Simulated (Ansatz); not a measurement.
# Mg: the cost of one run

Method: DFT PBE, scalar-relativistic, plane waves, PAW, in Ansatz 0.2.0.

### Step 1. The system as given

Symmetry: R-3m, No. 166, trigonal system. The conventional cell has a = 7.290 Å, b = 7.290 Å, c = 18.648 Å, α = 90.00°, β = 90.00°, γ = 120.00°. Mg (site symmetry m) has 6 Mg at 2.48 to 2.68 Å as nearest neighbours. Mg (site symmetry m) is surrounded by 7 Mg at 2.65 to 2.98 Å.

Structure file:

```cif
data_structure
_symmetry_space_group_name_H-M 'R-3m:H'
_symmetry_Int_Tables_number 166
_cell_length_a 7.2899
_cell_length_b 7.2899
_cell_length_c 18.6484
_cell_angle_alpha 90.000
_cell_angle_beta 90.000
_cell_angle_gamma 120.000
_cell_volume 858.26
loop_
_atom_site_label
_atom_site_type_symbol
_atom_site_symmetry_multiplicity
_atom_site_Wyckoff_symbol
_atom_site_fract_x
_atom_site_fract_y
_atom_site_fract_z
_atom_site_occupancy
Mg1 Mg 18 h 0.11886 0.88114 0.89133 1
Mg2 Mg 18 h 0.53019 0.46981 0.69099 1
```

This is candidate A: alpha-boron type (R-3m, No. 166).

(A quick probe on a coarse mesh, which set the mesh and smearing, is not shown.)

### Step 3. Coarse relaxation (candidate A)

input.yaml reads:

```yaml
crystal:
  lattice:
    - [3.644966469, 2.1044223721, 6.2161336964]
    - [-3.644966469, 2.1044223721, 6.2161336964]
    - [0.0, -4.2088447441, 6.2161336964]
  atoms:
    - { symbol: Mg, position: [0.01019, 0.65361, 0.01019] }
    - { symbol: Mg, position: [0.01019, 0.01019, 0.65361] }
    - { symbol: Mg, position: [0.65361, 0.01019, 0.01019] }
    - { symbol: Mg, position: [0.98981, 0.34639, 0.98981] }
    - { symbol: Mg, position: [0.34639, 0.98981, 0.98981] }
    - { symbol: Mg, position: [0.98981, 0.98981, 0.34639] }
    - { symbol: Mg, position: [0.22118, 0.6306, 0.22118] }
    - { symbol: Mg, position: [0.22118, 0.22118, 0.6306] }
    - { symbol: Mg, position: [0.6306, 0.22118, 0.22118] }
    - { symbol: Mg, position: [0.77882, 0.3694, 0.77882] }
    - { symbol: Mg, position: [0.3694, 0.77882, 0.77882] }
    - { symbol: Mg, position: [0.77882, 0.77882, 0.3694] }
basis:
  ecutwfc: 420
kpoints:
  mp_grid: { grid: [3, 3, 3] }
hamiltonian:
  xc: pbe
scf:
  occupations: { method: gaussian, width: 0.1 }
  lower_state_search: "off"
output:
  forces: true
  stress: true
  eigenvalues: true
relax:
  adjacent_minimum: "off"
  f_tol: 0.04
  max_steps: 70
  cell: { stress_tol: 0.4 }
```

What time and memory should one allow on 1 thread of an Arm CPU, shared host?

About 2 min, with a peak of 0.59 GiB.
